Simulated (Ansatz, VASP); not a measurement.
## One calculation of KCl, two programs

File INCAR:

```
PREC     = Accurate       # precision mode
ENCUT    = 520            # plane-wave cutoff, eV
EDIFF    = 1E-8           # SCF threshold, eV
ISMEAR   = -1             # smearing method
SIGMA    = 0.01           # smearing width, eV
LREAL    = False          # projectors in reciprocal space
LASPH    = True           # aspherical terms in the spheres
NELM     = 60             # most SCF steps
ALGO     = Normal         # electronic algorithm
ISIF     = 2              # what is computed and relaxed
LWAVE    = False          # write WAVECAR
LCHARG   = False          # write CHGCAR
GGA      = PS             # functional
LEFG     = True         
NBANDS   = 15             # bands
```

Contents of KPOINTS:

```
regular mesh
0
Gamma
  7 7 7
```

File POSCAR:

```
KCl
1.0
    3.6340000000     -0.0181700000     -0.0181700000
   -0.0181700000      3.6340000000     -0.0181700000
   -0.0181700000     -0.0181700000      3.6340000000
K Cl
1 1
Direct
    0.0000000000      0.0000000000      0.0000000000
    0.5000000000      0.5000000000      0.5000000000
```

Input for Ansatz:

```yaml
crystal:
  lattice:
    - [3.634, -0.01817, -0.01817]
    - [-0.01817, 3.634, -0.01817]
    - [-0.01817, -0.01817, 3.634]
  atoms:
    - { symbol: K, position: [0.0, 0.0, 0.0] }
    - { symbol: Cl, position: [0.5, 0.5, 0.5] }
kpoints:
  mp_grid: { grid: [7, 7, 7] }
scf:
  occupations: { method: fermi_dirac, width: 0.01 }
hamiltonian:
  xc: pbesol
  pseudopotentials: { kind: all_electron, datasets: crystal }
output:
  forces: true
  stress: true
  eigenvalues: true
  efg: { contact_densities: true }
```

Change from the starting cell: equal xy, yz and zx shear strains of -1 %, crystal datasets.

Alike in both runs: task electric field gradients; functional PBEsol; k mesh 7 × 7 × 7; occupations fermi-dirac, width 0.01 eV; no spin polarisation.

|  | VASP | Ansatz |
| --- | --- | --- |
| version | VASP 6.6.1 | Ansatz 0.2.0 |
| potentials or method | VASP PAW PBE potentials, release 64 (K_sv, Cl) | all-electron PAW with datasets made for the crystal, scalar-relativistic |
| plane-wave cutoff (eV) | 520 | see its input |

|  | VASP | Ansatz | Ansatz less VASP |
| --- | --- | --- | --- |
| gap on the k mesh at the Fermi level (eV) | 5.40 | 5.40 | +0.005 |
| pressure (GPa) | 2.4 | 2.3 | -0.09 |
| largest component of the traceless stress (GPa) | 0.15 | 0.14 | -0.004 |
| Vzz of the field gradient on the site that differs most (V/Å²) | -2.4 | -2.4 | +0.05 |

Ansatz ran all-electron here, so the differences hold the error of VASP's frozen core and of both bases.

Caveats: the PAW data sets were made with another functional, which shifts forces and pressure a little (VASP); an odd mesh through Γ misses points on the zone boundary, where band edges often lie.
